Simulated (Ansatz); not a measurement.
Ta2N (P-3m1), an elastic constant from a strain scan

Computed with DFT r2SCAN, scalar-relativistic, plane waves, PAW in Ansatz 0.2.0. Settings: plane waves to 500 eV, k-mesh 18×18×10 (Γ-centred), Gaussian smearing 0.15 eV. Spin–orbit coupling is left out, which can shift energies with elements as heavy as these. No spin polarisation. Energies are free energies at this smearing, counted from the undisturbed cell; pressure is positive in compression.

The undisturbed cell (relaxed at this level; it needn't be the usual structure):

```
CELL_PARAMETERS angstrom
3.07330 0.00000 0.00000
-1.53665 2.66155 0.00000
0.00000 0.00000 4.89543
ATOMIC_POSITIONS crystal
Ta 0.66667 0.33333 0.74297
Ta 0.33333 0.66667 0.25703
N 0.00000 0.00000 0.00000
```

The cell is strained by ε times the Voigt pattern (0, 1, 0, 0, 0, 0) (xx, yy, zz, yz, xz, xy; engineering shear) with fractional coordinates fixed. The cell holds 3 atoms in V0 = 40.04 Å³. The stress column is τ = (1/V0) dE/dε, got from the stress tensor σ (compression positive) at each point as −det(1 + εP) σ : P(1 + εP)⁻¹, with P the pattern as a tensor.

| ε | ΔE (meV/atom) | τ (GPa) |
| --- | --- | --- |
| -0.0200 | 8.475 | -10.396 |
| -0.0150 | 4.715 | -7.672 |
| -0.0100 | 2.073 | -5.031 |
| 0.0000 | 0.000 | -0.002 |
| 0.0050 | 0.500 | 2.387 |
| 0.0150 | 4.398 | 6.916 |
| 0.0200 | ? | ? |

Question: Which combination of elastic constants does this scan measure, and how large is it?

Answer: For small ε, τ = τ0 + Kε with K = pᵀCp, which for this pattern is C22 in the Cartesian frame shown. The parabola through τ at ε = -0.0100, 0 and 0.0050 has slope K = 486 GPa at zero. The energies per cell, E = NΔE, of the same two points give K = 2[E(ε₊)/ε₊ − E(ε₋)/ε₋]/[(ε₊ − ε₋)V0] = 492 GPa, in agreement. These are clamped-ion values.

Question: Predict the withheld row at ε = 0.0200 from the harmonic law, and compare.

Answer: ΔE = V0(τ0 ε + Kε²/2)/N = 8.097 meV/atom and τ = 9.72 GPa. The calculation gives 7.728 meV/atom and 9.06 GPa, a miss of 4.6 % of the harmonic energy, so the harmonic law still holds here.

Forces appear on the atoms along this scan, and letting them relax would lower the energy and soften the response. In a metal these slopes depend on the k mesh and the smearing.

Cost: 7 runs of about 16 core-minutes in all, on Intel Xeon Processor @ 2.50GHz (Skylake/Cascade Lake) (shared hosts).